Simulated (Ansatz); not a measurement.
I:

```
I
1.0
     0.00000    2.36560    3.90984
     2.19225    0.00000    3.90984
     2.19225    2.36560    0.00000
I
1
Cartesian
  0.0000 0.0000 0.0000
```

```yaml
Program: Ansatz 0.2.0
Task: relaxation of cell and atoms
Functional: HF
Potentials_or_basis: Ansatz PAW
Cutoff: "420 eV (not typed: the program's choice for these potentials)"
k_mesh: 5 × 5 × 5
Occupations: fermi-dirac, width 0.05 eV
Spin: no spin polarisation
```

At the start: volume 40.55 Å³/atom.

**Question.** How do energy, volume and symmetry change on relaxing?

**Answer.** It ends after 12 steps and the volume is 52.71 Å³/atom (+30.0 %); space group Fmmm (No. 69, to 0.05 Å).

The path:
```
step  energy change (eV)  largest force (eV/Å)  volume (Å³)
   1              0.0000                0.0000        40.55
   2             -0.0251                0.0000        42.72
   3             -0.0397                0.0000        44.48
   4             -0.0465                0.0000        46.49
   5             -0.0469                0.0000        47.28
   6             -0.0512                0.0000        47.28
   7             -0.0525                0.0000        48.01
   8             -0.0547                0.0000        49.99
   9             -0.0555                0.0000        51.81
  10             -0.0554                0.0000        53.22
  11             -0.0555                0.0000        52.71
  12             -0.0570                0.0000        52.71
```

Final structure:
```
I
1.0
     0.00000    2.42955    5.08782
     2.13210    0.00000    5.08782
     2.13210    2.42955    0.00000
I
1
Direct
  0.00000 0.00000 0.00000
```

Caveat: the k mesh is coarse (spacing up to 0.42 Å⁻¹), so the values aren't converged, least of all with exact exchange; the volume moved by over 15 % at a fixed basis, so the end points are rough; the plane-wave basis is chosen anew once the cell has moved, so the energies of steps on either side of that aren't comparable; an odd number of electrons without spin polarisation forces a metal; a magnetic or distorted state may lie lower; the PAW data sets come from PBE, with cores solved anew for the run's functional, which leaves a small shift of forces and pressure.
